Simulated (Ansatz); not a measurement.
# SnO2 (Fm-3m) in Ansatz: a series of runs

One crystal, SnO2, is run at these levels: BLYP, r2SCAN; tasks: band structure.

All numbers are computed with Ansatz 0.2.0; they aren't measurements. Logs are shortened: lines on timing, memory, paths and dates and some standing lists are left out, and cuts for length are marked.

## 1. Starting point

It takes space group Fm-3m (No. 225, cubic). Conventional cell: a = 5.148 Å, b = 5.148 Å, c = 5.148 Å, α = 90.00°, β = 90.00°, γ = 90.00°. Sn (site symmetry m-3m) has 8 O at 2.23 Å as nearest neighbours. Around O (site symmetry -43m) lie 4 Sn at 2.23 Å.

Measurements of this composition are mostly on another form, of space group No. 136.

## 2. Band structure, BLYP

The input, input.yaml:

```yaml
crystal:
  lattice:
    - [0.0, 2.57415, 2.57415]
    - [2.57415, 0.0, 2.57415]
    - [2.57415, 2.57415, 0.0]
  atoms:
    - { symbol: Sn, position: [0.0, 0.0, 0.0] }
    - { symbol: O, position: [0.75, 0.75, 0.75] }
    - { symbol: O, position: [0.25, 0.25, 0.25] }
hamiltonian:
  xc: blyp
  pseudopotentials: { kind: paw }
kpoints:
  mp_grid: { grid: [9, 9, 9] }
  band_path:
    path:
      - [[0.0, 0.0, 0.0], [0.5, 0.0, 0.5], [0.5, 0.25, 0.75], [0.375, 0.375, 0.75], [0.0, 0.0, 0.0], [0.5, 0.5, 0.5], [0.625, 0.25, 0.625], [0.5, 0.25, 0.75], [0.5, 0.5, 0.5], [0.375, 0.375, 0.75]]
      - [[0.625, 0.25, 0.625], [0.5, 0.0, 0.5]]
    npoints: 14
scf:
  occupations: { method: fermi_dirac, width: 0.05 }
  n_extra_bands: 7
output:
  forces: true
  stress: true
  eigenvalues: true
  fatbands: false
```

Potentials or basis: Ansatz PAW.

Run with:

```console
> ansatz run input.yaml --threads 2 --pin off --max-ram 5632MiB --backend cpu --events-out ev --progress --plain --runs-dir out
```

Output:

```text
Warning: RAYON_NUM_THREADS=2 ignored (pool sized by the plan → 2); use --threads N
scf.n_extra_bands = 7 over 13 filled bands (N_el = 26.0): the run solves 20 bands
Engine: ansatz 0.2.0, aarch64-unknown-linux-gnu
Pseudopotentials: kind: paw
Pseudopotential: Sn, paw, valence charge 14, recommended cutoff 420 eV (normal), Sn.paw.azcp
Pseudopotential: O, paw, valence charge 6, recommended cutoff 420 eV (normal), O.paw.azcp
Functional definition: BLYP
  parameter beta = 0.0042
  parameter a = 0.04918
  parameter b = 0.132
  parameter c = 0.2533
  parameter d = 0.349
  exchange = b88_x(beta = beta)
  correlation = lyp_c(a = a, b = b, c = c, d = d)
Crystal: 3 atoms, lattice volume = 34.114 Å³
Basis set: ecut = 420 eV, 645 PW (Γ), exchange–correlation on 50×50×50 points (8 copies of the dense FFT grid, shifted against one another)
Bands: 20, of which v1, the nominal top of the filled ones, is band 13 counted from 1 (12 counted from 0)
Symmetry: 48 space group operations
Space group: Fm-3m (ITA 225), of the structure as read, at distance tolerance 3.2e-5 Å
k-points: 35 of 729
Non-local potential: Sn, projectors of the file, l = 0: 2, l = 1: 2, l = 2: 2, l = 3: 2
Non-local potential: O, projectors of the file, l = 0: 2, l = 1: 2, l = 2: 1
PAW form: soft (Blöchl's): semilocal exchange-correlation on the pseudo side does not see the compensation charge
PAW frozen core: Sn, regenerated for the run's functional, and the local potential with it (the file was generated under x = pbe(κ = 0.804, μ = 0.2195149727645171), c = pbe(β = 0.06672455060314922))
PAW frozen core: O, regenerated for the run's functional, and the local potential with it (the file was generated under x = pbe(κ = 0.804, μ = 0.2195149727645171), c = pbe(β = 0.06672455060314922))
PAW one-centre angular grid: Sn, 590 points (default); XC on 64 Gauss nodes
PAW one-centre angular grid: O, 110 points (default); XC on 64 Gauss nodes
Initial density: superposition of atomic densities (neutral atoms: chi_scale 0, normalization atom), corrected by the library's trained network
Initial wavefunctions: pseudopotential atomic-orbital guess
Functional: x = b88, c = lyp
SCF iter   1: F=—  HF=-7178.224270 eV  |F-HF|=—  |Δ(HF+E_count)|=         —  Δρ=2.46e-2  dr2=1.52e-1  ethr=1.77e-3  ⟨swp⟩=5.5  Hψ=3470  notcnv=0  defer=26
preconditioner: auto → none  [insulator: Δε(μ)=1.131 eV  Ē_g=23.055 eV  σ=0.050 eV  W_gap=0.78  n_scr=14 (ndim 8)  ℏωp=32.4 eV  f_vac=0.038  D(μ)=0.05/eV (n_scr^D=0)  ε∞_Penn≈3.0]
SCF iter   2: F=—  HF=-7178.191211 eV  |F-HF|=—  |Δ(HF+E_count)|=   3.31e-2  Δρ=1.23e-2  dr2=4.44e-2  ethr=5.84e-4  ⟨swp⟩=2.0  Hψ=1360  notcnv=0  defer=82
SCF iter   3: F=—  HF=-7178.178248 eV  |F-HF|=—  |Δ(HF+E_count)|=   1.30e-2  Δρ=1.44e-3  dr2=3.74e-4  ethr=1.71e-4  ⟨swp⟩=2.0  Hψ=966  notcnv=0  defer=82
SCF iter   4: F=—  HF=-7178.178350 eV  |F-HF|=—  |Δ(HF+E_count)|=   1.02e-4  Δρ=1.30e-4  dr2=2.73e-6  ethr=1.44e-6  ⟨swp⟩=2.7  Hψ=1098  notcnv=0  defer=82
SCF iter   5: F=—  HF=-7178.178326 eV  |F-HF|=—  |Δ(HF+E_count)|=   2.36e-5  Δρ=4.06e-5  dr2=2.29e-7  ethr=1.05e-8  ⟨swp⟩=2.0  Hψ=952  notcnv=0  defer=82
SCF iter   6: F=-7178.178327 eV  HF=-7178.178327 eV  |F-HF|=9.48e-10  |Δ(HF+E_count)|=   3.96e-7  Δρ=3.56e-6  dr2=2.15e-9  ethr=3.85e-10  ⟨swp⟩=8.1  Hψ=3166  notcnv=0
SCF 1 converged in 6 iterations: F = -7178.178327 eV  dr2 = 2.15e-9
NSCF: frozen V_eff on 142 k-points
SCF converged after 6 iterations
Free energy (F): -7178.178327 eV
Harris-Foulkes:  -7178.178327 eV  (|F-HF|=9.48e-10)
Internal energy: -7178.177544 eV  (E = F + TS)
E sigma→0 (E₀):  -7178.177935 eV
Entropy (-TS):   -0.000783 eV (-0.261 meV/atom)
Fermi energy:    11.358117 eV
--- Per-component energies (eV) ---
  E_band       = -18.390400
  E_kinetic    = 541.644835
  E_local      = -1234.956488  (includes V_loc(G=0)·N_el)
  E_nonlocal   = 67.834811
  E_hartree    = 663.306566
  E_xc         = -523.325390
  E_vxc        = -277.708772  (∫ρ·V_xc dr)
  E_paw        = -4487.637830  (= ΣΔE_a)
  E_vpaw       = -441.823349  (= ΣTr[D̂ρ^β])
  E_aug_tail   = 0.004834  (compensation charges beyond the density's cutoff)
  E_ewald      = -2204.928113
  E_core_change = -0.120768  (= ΣΔE_core)
  E_smearing   = -0.000783  (= −TS)
  E_closure    = -0.000000  (closes the sum)
  Σ components = -7178.178327   (vs F -7178.178327, Δ=0.00e0)
--- Forces (eV/Å), atoms counted from 1 ---
  atom   1  Sn    -0.00000000     0.00000000    -0.00000000
  atom   2  O      0.00000000     0.00000000     0.00000000
  atom   3  O      0.00000000     0.00000000    -0.00000000
  max |Σ_I F_I| component: 1.39e-17 eV/Å
--- Stress (GPa, compression-positive) ---
        5.884309       0.000000       0.000000
        0.000000       5.884309       0.000000
        0.000000       0.000000       5.884309
  P = ⅓ Tr σ = 5.8843 GPa (58.843 kbar)
--- Band table (eV; the first three rows and the last of 35) ---
  k-point 0: bands = ["-9.3594", "-9.3594", "-9.3594", "-9.2395", "-9.2395", "-7.9548", "-4.3879", "8.5055", "8.5055", "8.5055", "9.9348", "9.9348", "9.9348", "11.0557", "18.3208", "18.3208", "18.3208", "24.6667", "26.6144", "26.6144"]
  k-point 1: bands = ["-9.3993", "-9.3513", "-9.3513", "-9.2398", "-9.2398", "-7.8354", "-4.3873", "8.0570", "8.4451", "8.4451", "9.0638", "9.8559", "9.8559", "12.2745", "18.2168", "18.6080", "18.6080", "25.4653", "26.6216", "26.6216"]
  k-point 2: bands = ["-9.5104", "-9.3345", "-9.3345", "-9.2364", "-9.2364", "-7.4641", "-4.4561", "6.9319", "8.3046", "8.3046", "8.4232", "9.6570", "9.6570", "13.7949", "18.2537", "19.3831", "19.3831", "26.6467", "26.6467", "26.9517"]
  k-point 34: bands = ["-9.6244", "-9.5239", "-9.2741", "-9.2255", "-9.2246", "-5.5833", "-5.1530", "3.5067", "5.6824", "7.9017", "8.6413", "10.8935", "11.1423", "15.2631", "19.9476", "21.0429", "21.1528", "22.7900", "27.8535", "29.8584"]
```

Run time: 1.5 s. Hardware: 2 threads of Arm Neoverse V2, shared host; peak memory 0.29 GiB.

Results:

```
Free energy            : -7178.1783 eV
Pressure               : 5.9 GPa
Band gap on the k mesh : none (metal or under the smearing width)
```

Levels at the corners of the path, in eV from the Fermi level:
```csv
point,band 11,band 12,band 13,band 14,band 15,band 16
Γ,-1.42,-1.42,-1.42,-0.30,6.96,6.96
X,-0.32,-0.32,-0.23,2.94,6.88,9.84
W,-3.08,-0.41,-0.14,3.93,9.28,9.28
K,-1.52,-0.79,-0.27,3.73,8.30,9.49
Γ,-1.42,-1.42,-1.42,-0.30,6.96,6.96
L,-3.29,-2.10,-2.10,4.27,7.85,9.94
U,-1.52,-0.79,-0.27,3.73,8.30,9.49
W,-3.08,-0.41,-0.14,3.93,9.28,9.28
L,-3.29,-2.10,-2.10,4.27,7.85,9.94
K,-1.52,-0.79,-0.27,3.73,8.30,9.49
U,-1.52,-0.79,-0.27,3.73,8.30,9.49
X,-0.32,-0.32,-0.23,2.94,6.88,9.84
```

Caveat: the pressure holds a Pulay correction of +1.2 GPa for the finite cutoff; spin-orbit coupling is left out, which moves the levels of the heavy elements; the PAW data sets come from PBE, with cores solved anew for the run's functional, which leaves a small shift of forces and pressure.

## 3. Band structure, r2SCAN

input.yaml, as its differences from that of step 2:

```diff
@@ -10,3 +10,3 @@
 hamiltonian:
-  xc: blyp
+  xc: r2scan
   pseudopotentials: { kind: paw }
@@ -27 +27,5 @@
   fatbands: false
+  write_density: true
+  write_potential: true
+  elf: true
+  volumetric_format: npy
```

Potentials or basis: Ansatz PAW.

Run with:

```console
> ansatz run input.yaml --threads 2 --pin off --max-ram 5632MiB --backend cpu --events-out ev --progress --plain --runs-dir out
```

It took 3.4 s on 2 threads of Arm Neoverse V2, shared host; peak memory 0.39 GiB.

The run converged. Its results:

- Free energy: -7175.3222 eV
- Pressure: -9.7 GPa
- Band gap on the k mesh: 0.43 eV, indirect (least direct gap 1.68 eV)
- Band gap along the path: 0.35 eV, indirect (least direct gap 1.68 eV)

Levels at the corners of the path, in eV from the valence-band top:
```csv
point,band 9,band 10,band 11,band 12,band 13,band 14,band 15,band 16,band 17,band 18
Γ,-2.87,-2.87,-1.33,-1.33,-1.33,0.35,7.71,7.71,7.71,13.57
X,-5.32,-5.32,-0.19,-0.19,-0.09,3.60,7.65,10.26,12.75,12.75
W,-5.85,-3.05,-3.05,-0.28,0.00,4.72,9.59,10.19,10.19,12.66
K,-5.08,-4.82,-1.43,-0.70,-0.14,4.49,9.15,9.85,11.63,12.31
Γ,-2.87,-2.87,-1.33,-1.33,-1.33,0.35,7.71,7.71,7.71,13.57
L,-3.76,-3.26,-3.26,-2.07,-2.07,5.06,8.39,10.93,10.93,15.94
U,-5.08,-4.82,-1.43,-0.70,-0.14,4.49,9.15,9.85,11.63,12.31
W,-5.85,-3.05,-3.05,-0.28,0.00,4.72,9.59,10.19,10.19,12.66
L,-3.76,-3.26,-3.26,-2.07,-2.07,5.06,8.39,10.93,10.93,15.94
K,-5.08,-4.82,-1.43,-0.70,-0.14,4.49,9.15,9.85,11.63,12.31
U,-5.08,-4.82,-1.43,-0.70,-0.14,4.49,9.15,9.85,11.63,12.31
X,-5.32,-5.32,-0.19,-0.19,-0.09,3.60,7.65,10.26,12.75,12.75
```

Caveat: the k mesh misses the band edges, so the gap on the mesh is wider than the one along the path; spin-orbit coupling is left out, which moves the levels of the heavy elements; the PAW data sets come from PBE, with cores solved anew for the run's functional, which leaves a small shift of forces and pressure. r2SCAN opens gaps a little over a GGA but as a rule still falls short of measured ones.
